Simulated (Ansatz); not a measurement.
Bulk crystal (WSe2) after relaxation:

```cif
data_structure
_symmetry_space_group_name_H-M 'P6_3/mmc'
_symmetry_Int_Tables_number 194
_cell_length_a 3.2712
_cell_length_b 3.2712
_cell_length_c 13.2207
_cell_angle_alpha 90.000
_cell_angle_beta 90.000
_cell_angle_gamma 120.000
_cell_volume 122.51
loop_
_atom_site_label
_atom_site_type_symbol
_atom_site_symmetry_multiplicity
_atom_site_Wyckoff_symbol
_atom_site_fract_x
_atom_site_fract_y
_atom_site_fract_z
_atom_site_occupancy
W1 W 2 c 0.33333 0.66667 0.25000 1
Se1 Se 4 f 0.33333 0.66667 0.62339 1
```

Miller indices refer to the conventional cell of P6_3/mmc (No. 194), a = 3.271 Å, b = 3.271 Å, c = 13.221 Å, α = 90.00°, β = 90.00°, γ = 120.00°. The bulk's gap is 1.02 eV.

Consider the (101) slab of 16 planes, 8.5 Å thick with 15 Å of vacuum as cut; outer planes Se (top) and Se (bottom), all atoms relaxed.

These are results of DFT PBEsol, scalar-relativistic, plane waves, PAW (Ansatz 0.2.0), not measurements. Plane waves to 420 eV, a k mesh through Γ of 8×2×1 on the computed 20-atom cell and Gaussian smearing (0.05 eV); no spin polarisation. A dipole correction removes the field between periodic images along c.

The slab isn't stoichiometric (W3Se7), so its surface energy depends on the chemical potentials; it is given with the excess atoms taken from the element's standard state, a limit at which the compound may itself be unstable, so the figure can be too low. This cut of an insulator is polar or leaves open shells, so the slab is metallic here; real surfaces compensate by reconstruction or adsorbates. The slab's middle planes relax by over 3 % too, so it holds no bulk-like region.

Q: Estimate the surface energy with the excess atoms taken from the elements.

A: 0.88 J/m².

Q: Estimate the gap of the slab on the mesh.

A: None (metal or semimetal).

Q: Predict the work function.

A: 5.21 eV.

Q: The top two planes lie 0.582 Å apart in the bulk. How does relaxation change this?

A: The spacing becomes 1.110 Å (+90.8 %), and the top plane rumples by 0.480 Å.

Spin-orbit coupling is left out, which matters for the bands of heavy elements. Each cell of WSe2 holds layers, and where no dispersion correction was added their binding is poorly described.